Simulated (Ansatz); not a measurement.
**CdO (Monteponite): how the settings move a single-point run**

Aim: see which settings change the result for CdO (Monteponite), by how much, and at what cost.

Program: Ansatz 0.2.0. Level of theory: reference: DFT, PBE, norm-conserving pseudopotentials, Ansatz's default files, scalar-relativistic. These are calculated values, not measurements.

### Step 1. The starting structure

It takes space group Fm-3m (No. 225, cubic). Conventional cell: a = 4.699 Å, b = 4.699 Å, c = 4.699 Å, α = 90.00°, β = 90.00°, γ = 90.00°. Around Cd (site symmetry m-3m) lie 6 O at 2.35 Å. O (site symmetry m-3m) is surrounded by 6 Cd at 2.35 Å.

Coordinates:

```cif
data_structure
_symmetry_space_group_name_H-M 'Fm-3m'
_symmetry_Int_Tables_number 225
_cell_length_a 4.6990
_cell_length_b 4.6990
_cell_length_c 4.6990
_cell_angle_alpha 90.000
_cell_angle_beta 90.000
_cell_angle_gamma 90.000
_cell_volume 103.76
loop_
_atom_site_label
_atom_site_type_symbol
_atom_site_symmetry_multiplicity
_atom_site_Wyckoff_symbol
_atom_site_fract_x
_atom_site_fract_y
_atom_site_fract_z
_atom_site_occupancy
Cd1 Cd 4 a 0.00000 0.00000 0.00000 1
O1 O 4 b 0.50000 0.00000 0.00000 1
```

### Step 2. Baseline

input.yaml reads:

```yaml
crystal:
  lattice:
    - [0.0, 2.3495, 2.3495]
    - [2.3495, 0.0, 2.3495]
    - [2.3495, 2.3495, 0.0]
  atoms:
    - { symbol: Cd, position: [0.0, 0.0, 0.0] }
    - { symbol: O, position: [0.5, 0.5, 0.5] }
kpoints:
  mp_grid: { grid: [8, 8, 8] }
scf:
  occupations: { method: fermi_dirac, width: 0.03 }
hamiltonian:
  xc: pbe
  pseudopotentials: { kind: nc }
output:
  forces: true
  stress: true
  eigenvalues: true
  populations: true
```

Command:

```sh
$ ansatz run input.yaml --threads 1 --pin off --max-ram 2048MiB --backend cpu --events-out ev --progress --plain --runs-dir out
```

### Step 3. Variant: n_extra_bands 1

Edit input.yaml of step 2 so:

```diff
@@ -12,2 +12,3 @@
   occupations: { method: fermi_dirac, width: 0.03 }
+  n_extra_bands: 1
 hamiltonian:
```

Q: Predict the outcome of this session. Wanted: for each run, ending; energy change; pressure; gap; force.

The runs gave:

```csv
run,ending,energy change,pressure (GPa),gap (eV),force (eV/Å),cycles,time
reference,converged,0,6.0,0.00,0.00,8,2.1 s
1: n_extra_bands 1,converged,0.0 meV/atom,6.0,0.00,0.00,8,1.9 s
```

Residual by cycle in the longest SCF loop of each run; runs are numbered as in the table. The quantity is the density residual dr2, in eV.

```csv
cycle,reference,run 1
1,1.79,1.78
2,0.625,0.615
3,0.0377,0.0369
4,0.00489,0.00463
5,4.5e-5,4.6e-5
6,2.4e-6,1.6e-6
7,1.1e-7,1.3e-7
8,2.4e-10,7.2e-10
```

**Reading.** Energy and cycle count are those of the reference, so the change (band count) left the result and the number of cycles as they were. Semilocal functionals close small gaps, so the missing gap need not be the real solid's.
